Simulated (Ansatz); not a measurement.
CsBr:
```
CELL_PARAMETERS angstrom
      4.13963     0.00000     0.00000
      0.00000     4.13963     0.00000
      0.00000     0.00000     4.13963
ATOMIC_POSITIONS crystal
  Cs 0.00000 0.00000 0.00000
  Br 0.50000 0.50000 0.50000
```

Relaxed with LDA. Special points in fractions of this cell's reciprocal vectors: Γ (0.000, 0.000, 0.000); X (0.000, 0.500, 0.000); M (0.500, 0.500, 0.000); R (0.500, 0.500, 0.500).

List the band energies nearest the valence-band maximum at these points for LDA in the plane-wave PAW code Ansatz.

In eV from the valence-band maximum; about four levels below and three above (degenerate sets whole), none deeper than 8.9 eV; points with the same levels are listed once.

```
k                                below                above
-  -----------------------------------  -------------------
Γ     -6.17 -6.17 -6.17 0.00 0.00 0.00       4.53 4.53 4.55
X        -6.00 -6.00 -1.66 -0.33 -0.33       5.69 7.58 7.83
M              -5.91 -0.63 -0.63 -0.07  5.03 5.32 7.16 7.16
R  -6.71 -6.71 -6.71 -1.53 -1.53 -1.53       8.70 8.70 8.70
```

Space group Pm-3m (CsCl type). The cell was relaxed with LDA under the symmetry of its start. Spin–orbit coupling is left out wherever it is not named.

Potentials: the later of the program's two PAW sets.
